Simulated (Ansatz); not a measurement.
# La under changes of volume

One of the cells (36.962 Å³/atom); the others are scaled copies at fixed shape and fractional positions:

```
La
1.0
     3.75000    0.00000    0.00000
    -1.87500    3.24760    0.00000
     0.00000    0.00000    6.07000
La
2
Direct
  0.66667 0.33333 0.75000
  0.33333 0.66667 0.25000
```

This isn't the form of La at room conditions, which is double hcp.

* Program: Ansatz 0.2.0
* Functional: PBE
* Potentials or basis: Ansatz PAW
* Cutoff: 420 eV (not typed: the program's choice for these potentials)
* k mesh: 8 × 8 × 5
* Occupations: fermi-dirac, width 0.05 eV
* Spin: no spin polarisation

```csv
volume (Å³/atom),energy over the lowest point (meV/atom),pressure (GPa)
34.744,22.73,2.4
35.483,13.20,1.8
36.222,6.24,1.2
36.962,1.86,0.7
37.701,0.00,0.1
38.440,?,?
39.179,3.29,-0.8
```

Question: What does the run at 38.440 Å³/atom give?

Answer: Energy over the lowest point 0.52 meV/atom; pressure -0.4 GPa.

Worked out: A Birch-Murnaghan fit of order 3 (a polynomial in V^(-2/3)) to the other rows has its minimum at 37.91 Å³/atom with B0 = V·E''(V) = 26 GPa (rough, since the energies scatter) at fixed shape and positions, which overstates the stiffness. It gives 0.49 meV/atom at 38.440 Å³/atom, against the run's 0.52, and -dE/dV = -0.4 GPa, against -0.4.

Energies are extrapolated to zero smearing.
